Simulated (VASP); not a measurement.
# Tl (P-1) in VASP: single point with PBE

Aim: the single point of Tl with PBE.

Everything below comes from runs of VASP 6.6.1. Logs are shortened: lines on timing, memory, paths and dates and some standing lists are left out, and cuts for length are marked.

### 1 The crystal as given

The typed cell holds 1 atom: a = 3.296 Å, b = 3.355 Å, c = 3.343 Å, α = 60.06°, β = 59.98°, γ = 60.53°.

The cell was built by a generator and needn't be a form met in nature.

### 2 Single point, PBE

Contents of INCAR:

```
PREC = Accurate
ENCUT = 520
EDIFF = 1E-6
ISMEAR = -1
SIGMA = 0.0402
LREAL = F
LASPH = T
NELM = 100
ALGO = Fast
ISIF = 2
LWAVE = F
LCHARG = F
GGA = PE
NBANDS = 12
```

Contents of KPOINTS:

```
Automatic mesh
0
Gamma
  7 6 7
  0.5 0 0.5
```

Contents of POSCAR:

```
Tl
1.0
    0.0096900000      2.3380750000      2.3227910000
    2.3891960000     -0.0231370000      2.3556180000
    2.3730420000      2.3547490000     -0.0069840000
Tl
1
Direct
    0.8758210000      0.9563020000      0.0823900000
```

Potentials or basis: VASP PAW PBE potentials, release 64 (Tl_d).

Run with:

```bash
cat potpaw_PBE.64/Tl_d/POTCAR > POTCAR
mpirun -np 1 vasp_std > vasp.out
```

OUTCAR:

```text
PREC = Accurate
   ENCUT = 520
   EDIFF = 1E-6
   ISMEAR = -1
   LREAL = F
   LASPH = T
   NELM = 100
   ISIF = 2
   GGA = PE

 ion  position               nearest neighbor table
   1  0.876  0.956  0.082-

  LATTYP: Found a triclinic cell.
 ALAT       =     5.7446586283
 B/A-ratio  =     0.5737089239
 C/A-ratio  =     0.8273115889
 COS(alpha) =     0.0058077074
 COS(beta)  =     0.4214592872
 COS(gamma) =     0.8610725618

  Lattice vectors:

 A1 = (  -2.3988860000,  -2.3149380000,  -4.6784090000)
 A2 = (  -0.0096900000,  -2.3380750000,  -2.3227910000)
 A3 = (  -4.7525480000,   0.0064630000,  -0.0258430000)

Analysis of symmetry for initial positions (statically):
=====================================================================
 Subroutine PRICEL returns:
 Original cell was already a primitive cell.

 Routine SETGRP: Setting up the symmetry group for a
 triclinic supercell.

 Subroutine GETGRP returns: Found  2 space group operations
 (whereof  1 operations were pure point group operations)
 out of a pool of  2 trial point group operations.

The static configuration has the point symmetry C_1 .
 The point group associated with its full space group is S_2 .

Analysis of symmetry for dynamics (positions and initial velocities):
=====================================================================
 Subroutine PRICEL returns:
 Original cell was already a primitive cell.

 Routine SETGRP: Setting up the symmetry group for a
 triclinic supercell.

 Subroutine GETGRP returns: Found  2 space group operations
 (whereof  1 operations were pure point group operations)
 out of a pool of  2 trial point group operations.

The dynamic configuration has the point symmetry C_1 .
 The point group associated with its full space group is S_2 .

 Subroutine INISYM returns: Found  2 space group operations
 (whereof  1 operations are pure point group operations),
 and found     1 'primitive' translations

----------------------------------------------------------------------------------------

                                     Primitive cell

  volume of cell :      26.2505

  direct lattice vectors                    reciprocal lattice vectors
     0.009690000  2.338075000  2.322791000    -0.211299767  0.213583115  0.216409550
     2.389196000 -0.023137000  2.355618000     0.208983293 -0.209982487  0.210492358
     2.373042000  2.354749000 -0.006984000     0.211856953  0.210539762 -0.212808922

  length of vectors
[... 82 lines left out ...]
   EDIFFG = 0.1E-04   stopping-criterion for IOM
   NSW    =      0    number of steps for IOM
   IBRION =     -1    ionic relax: 0-MD 1-quasi-New 2-CG
   NFREE  =      0    steps in history (QN), initial steepest desc. (CG)
   ISIF   =      2    stress and relaxation
   ISYM   =      2    0-nonsym 1-usesym 2-fastsym
   POTIM  = 0.5000    time-step for ionic-motion
   TEBEG  =    0.0;   TEEND  =   0.0 temperature during run
   PSTRESS=    0.0 pullay stress
   NELECT =      13.0000    total number of electrons
   NUPDOWN=      -1.0000    fix difference up-down
   EMIN   =  10.00;   EMAX   =-10.00  energy-range for DOS
   EFERMI =   0.00;   METHOD = LEGACY
   ISMEAR =    -1;   SIGMA  =   0.04  broadening in eV -4-tet -1-fermi 0-gaus
   EFERMI_NEDOS =   21; number of points for ismear=-14 and -15
   IALGO  =     68    algorithm
   IMIX   =      4    mixing-type and parameters
     AMIX     =   0.40;   BMIX     =  1.00
     AMIX_MAG =   1.60;   BMIX_MAG =  1.00
  volume/ion in A,a.u.               =      26.25       177.15
  Fermi-wavevector in a.u.,A,eV,Ry     =   1.295219  2.447610 22.825043  1.677593
  Thomas-Fermi vector in A             =   2.426753
   LORBIT       =      0    0 simple, 1 ext, 2 COOP (PROOUT), +10 PAW based schemes
   GGA     = PE    functional components
   LHFCALC =     F    Hartree Fock is set to
   AEXX    =    0.0000 exact exchange contribution
   IVDW    =     0    specifies the selected vdW correction
   LEPSILON=     F    determine dielectric tensor
   LRPA    =     F    only Hartree local field effects (RPA)
 non-spin polarized calculation
 RMM-DIIS sequential band-by-band and
  energy-cutoff  :      520.00
  volume of cell :       26.25
 maximum number of plane-waves:       717
 NGX is ok and might be reduce to    28
   NGX = 13   NGY = 13   NGZ = 13

 number of electron      12.9999999 magnetization

 Free energy of the ion-electron system (eV)
  ---------------------------------------------------
  ext. energy  EPLUGINS =         0.00000000
  ---------------------------------------------------
  free energy    TOTEN  =        -2.14260201 eV

  energy without entropy =       -2.14141779  energy(sigma->0) =       -2.14200990

 E-fermi :   7.4477     XC(G=0): -10.6288

 val. band max:        7.4130597145   @ k =   0.2143   0.5000   0.5000
 cond. band min:       7.5371239804   @ k =   0.3571  -0.1667   0.0714
 fundamental gap:      0.1240642659
 Fermi energy:         7.4476570341

 k-point     1 :       0.0714    0.0000    0.0714
  band No.  band energies     occupation
      1      -4.2633      2.00000
      2      -4.2164      2.00000
      3      -4.1750      2.00000
      4      -3.9129      2.00000
      5      -3.8712      2.00000
      6      -2.9828      2.00000
      7      17.4875      0.00000
      8      17.8544      0.00000
      9      18.0363      0.00000
     10      18.4946      0.00000
     11      22.9591      0.00000
     12      23.6305      0.00000
[... 331 lines left out ...]
 k-point    24 :       0.3571    0.5000    0.0714
  band No.  band energies     occupation
      1      -4.5235      2.00000
      2      -4.3972      2.00000
      3      -3.8244      2.00000
      4      -3.6578      2.00000
      5      -3.5803      2.00000
      6       2.1267      2.00000
      7       8.1800      0.00000
      8      10.6111      0.00000
      9      12.0096      0.00000
     10      17.1439      0.00000
     11      19.0222      0.00000
     12      25.7421      0.00000

 [... further k-points ...]
[... 5 lines left out ...]
  --------------------------------------------------------------------------------------
  -------------------------------------------------------------------------------------
  Total        1.0732461      1.2059578      1.1137550      0.0006066      0.0373614     -0.0635192
  in kB       65.5046421     73.6045883     67.9770690      0.0370244      2.2803202     -3.8768363
  external PRESSURE =      69.0287665 kB  Pullay stress =       0.0000000 kB

 VOLUME and BASIS-vectors are now :
 -----------------------------------------------------------------------------
  energy-cutoff  :      520.00
  volume of cell :       26.25
      direct lattice vectors                 reciprocal lattice vectors
     0.009690000  2.338075000  2.322791000    -0.211299767  0.213583115  0.216409550
     2.389196000 -0.023137000  2.355618000     0.208983293 -0.209982487  0.210492358
     2.373042000  2.354749000 -0.006984000     0.211856953  0.210539762 -0.212808922

 POSITION                                       TOTAL-FORCE (eV/Angst)
 -----------------------------------------------------------------------------------
      2.48879      2.21962      4.28646         0.000000      0.000000      0.000000
 -----------------------------------------------------------------------------------
    total drift:                                0.000005      0.000001     -0.000001

  FREE ENERGIE OF THE ION-ELECTRON SYSTEM (eV)
  ---------------------------------------------------
  free  energy   TOTEN  =        -2.1426020139 eV

  energy  without entropy=       -2.1414177946  energy(sigma->0) =       -2.14200990
```

OSZICAR:

```text
N       E                     dE             d eps       ncg     rms          rms(c)
DAV:   1     0.509191358798E+02    0.50919E+02   -0.65652E+03  3616   0.964E+02
DAV:   2    -0.157645360397E+01   -0.52496E+02   -0.51495E+02  3964   0.219E+02
DAV:   3    -0.217429272171E+01   -0.59784E+00   -0.59750E+00  4324   0.212E+01
DAV:   4    -0.217685449474E+01   -0.25618E-02   -0.25616E-02  4152   0.160E+00
DAV:   5    -0.217688106250E+01   -0.26568E-04   -0.26568E-04  4344   0.160E-01    0.299E+00
RMM:   6    -0.214810310905E+01    0.28778E-01   -0.34732E-02  3569   0.154E+00    0.201E+00
RMM:   7    -0.214298669844E+01    0.51164E-02   -0.18312E-02  3729   0.122E+00    0.716E-01
RMM:   8    -0.214260771828E+01    0.37898E-03   -0.15815E-03  3878   0.327E-01    0.651E-02
RMM:   9    -0.214260145343E+01    0.62648E-05   -0.10445E-04  4090   0.994E-02    0.299E-02
RMM:  10    -0.214260179048E+01   -0.33705E-06   -0.17300E-05  4030   0.409E-02    0.164E-03
RMM:  11    -0.214260201386E+01   -0.22338E-06   -0.36366E-06  3209   0.172E-02
   1 F= -.21426020E+01 E0= -.21420099E+01  d E =-.118422E-02
```

stdout:

```text
POSCAR found type information on POSCAR Tl
 POSCAR found :  1 types and       1 ions
 scaLAPACK will be used
 LDA part: xc-table for (Slater+PW92), standard interpolation
 POSCAR, INCAR and KPOINTS ok, starting setup
 FFT: planning ... GRIDC
 FFT: planning ... GRID_SOFT
 FFT: planning ... GRID
 WAVECAR not read
 entering main loop
```

Run time: 44 s. Hardware: 1 thread of AMD EPYC 7R13 (Zen 3), shared host; peak memory 0.15 GiB.

What came out:

```yaml
Free_energy: -2.1426 eV
Pressure: 6.9 GPa
Band_gap_on_the_k_mesh: none (metal or under the smearing width)
```

Levels at points of the mesh, in eV from the Fermi level:
| k point | band 3 | band 4 | band 5 | band 6 | band 7 | band 8 | band 9 | band 10 | band 11 | band 12 |
| --- | --- | --- | --- | --- | --- | --- | --- | --- | --- | --- |
| (0.50, 0.00, 0.50) | -11.06 | -10.97 | -10.93 | -3.29 | -2.03 | 4.14 | 4.45 | 8.04 | 9.51 | 20.68 |
| (0.50, 0.50, 0.50) | -11.65 | -11.04 | -11.01 | -5.17 | -3.19 | 8.71 | 8.91 | 10.54 | 13.54 | 14.22 |

Caveat: the k mesh is coarse (spacing up to 0.38 Å⁻¹), so the values aren't converged. Spin-orbit coupling is left out, which matters for the levels of Tl.
